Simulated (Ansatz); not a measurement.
**Si (Fd-3m) under strain**

Si (Fd-3m) from a database structure, relaxed with r2SCAN in the plane-wave code Ansatz. Space group Fd-3m (No. 227), cubic; conventional cell a = 5.444 Å, 20.17 Å³ an atom. Around Si lie 4 Si at 2.36 Å.

The axes x, y and z are those of this cell:
```
CELL_PARAMETERS angstrom
0.00000 2.72212 2.72212
2.72212 0.00000 2.72212
2.72212 2.72212 0.00000
ATOMIC_POSITIONS crystal
Si 0.25000 0.25000 0.25000
Si 0.00000 0.00000 0.00000
```

Unstrained: The PBE gap is indirect, 0.583 eV (Γ to Γ–X (0.84 of the way from Γ)), below the direct gap of 2.557 eV at Γ. With r2SCAN the valence top lies at Γ and the conduction bottom at Γ–X (0.84 of the way from Γ), 0.770 eV higher; the smallest vertical gap, at Γ, is 2.739 eV. With HSE06 the valence top lies at Γ and the conduction bottom at Γ–X (0.84 of the way from Γ), 1.144 eV higher; the smallest vertical gap, at Γ, is 3.312 eV. Meshes: PBE 8×8×8, r2SCAN 8×8×8, HSE06 6×6×6. Strains are changes of length per length. After each strain the atoms were relaxed again with r2SCAN within the symmetry that the strain leaves, so tilts or polar shifts that break it weren't tested; points keep the names that they have in the unstrained zone. Calculated for a static, non-magnetic cell.

Changes of the least gap in eV (an overlap counts as a negative gap):

| strain | volume change (%) | space group | PBE | r2SCAN | HSE06 | energy rise, r2SCAN (meV/atom) |
| --- | --- | --- | --- | --- | --- | --- |
| epitaxial -5.09 % in the xy plane, free normal strain +3.71 % | -6.6 | I4_1/amd | -0.628 | -0.654 | -0.656 | 66.1 |
| uniaxial -0.73 % along z | -0.7 | I4_1/amd | -0.091 | -0.096 | -0.094 | 0.6 |

Epitaxial -5.09 % in the xy plane, free normal strain +3.71 %. PBE: gap 0.58 before, none (overlap 0.04) after (eV); it has closed. HSE06: the gap goes from 1.144 to 0.488 eV (-0.656 eV); with r2SCAN the top three valence levels at Γ, degenerate before, become 2+1 from the top over 768 meV. Stress change with r2SCAN, compression positive: xx +10.94, yy +10.94, zz 0.00 GPa.

Uniaxial -0.73 % along z, other directions held. HSE06: the gap goes from 1.144 to 1.050 eV (-0.094 eV); with r2SCAN the top three valence levels at Γ, degenerate before, become 1+2 from the top over 55 meV. Stress change with r2SCAN, compression positive: xx +0.46, yy +0.46, zz +1.23 GPa.

Where an edge lies off the special points, it is a point of the mesh or the k point where a search put PBE's edge or least direct gap, reused for the other functionals, whose own edges may lie a little apart.

The meshes of the hybrids are coarse, so their gaps aren't converged to the digits shown.

The splittings at Γ are without spin-orbit coupling, which regroups them where it is of like size or larger.
